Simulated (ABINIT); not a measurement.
Runs of ABINIT 10.8.3 (patched build) on Ta. The structure is hexagonal, space group P6_3/mmc (No. 194). Conventional cell: a = 2.900 Å, b = 2.900 Å, c = 5.166 Å, α = 90.00°, β = 90.00°, γ = 120.00°. Ta (site symmetry -6m2) is surrounded by 12 Ta at 2.90 to 3.08 Å. This isn't the form of Ta at room conditions, which is bcc.

```csv
task,level,cell,cutoff (eV),fine-grid cutoff,cutoff smearing ecutsm (Ha),optimiser,force threshold (eV/Å),dispersion computed by,gap on the mesh (eV),pressure (GPa),relaxed volume (Å³/atom)
single point,LDA,as given,626,1224.51 eV,-,-,-,-,none,(b),-
single point,BLYP,as given,626,1224.51 eV,-,-,-,-,none,4.5,-
relaxation of cell and atoms,PBE+D3(BJ),relaxed,517,1034.03 eV,0.5,LBFGS,0.01,simple-dftd3 1.7.0,none,0.0,18.19
single point,PBE,as given,626,1224.51 eV,-,-,-,-,none,-1.5,-
relaxation of cell and atoms,PBE,relaxed,517,1034.03 eV,0.5,LBFGS,0.01,-,none,0.0,18.72
single point,RPBE,as given,626,1224.51 eV,-,-,-,-,none,1.7,-
single point,AM05,as given,626,1224.51 eV,-,-,-,-,none,-8.3,-
relaxation of cell and atoms,PBE+D3,relaxed,517,1034.03 eV,0.5,LBFGS,0.01,simple-dftd3 1.7.0,none,0.0,(a)
```

Alike in all rows: potentials or basis JTH PAW PBE v2.0; no spin polarisation; k mesh 11 × 11 × 5; smearing fermi-dirac 0.05 eV.

**Question.** Fill in the values left out.

**Answer.** (a) 18.15; (b) -12.2.

Caveats: the PAW data sets were made with another functional, which shifts forces and pressure a little (some runs); pairwise dispersion overbinds metals, which lowers pressure and volume (some runs).

A k mesh can miss the band edges, and the runs leave out spin-orbit coupling on Ta.

A gap of «none» marks a metal or a gap under the smearing width.
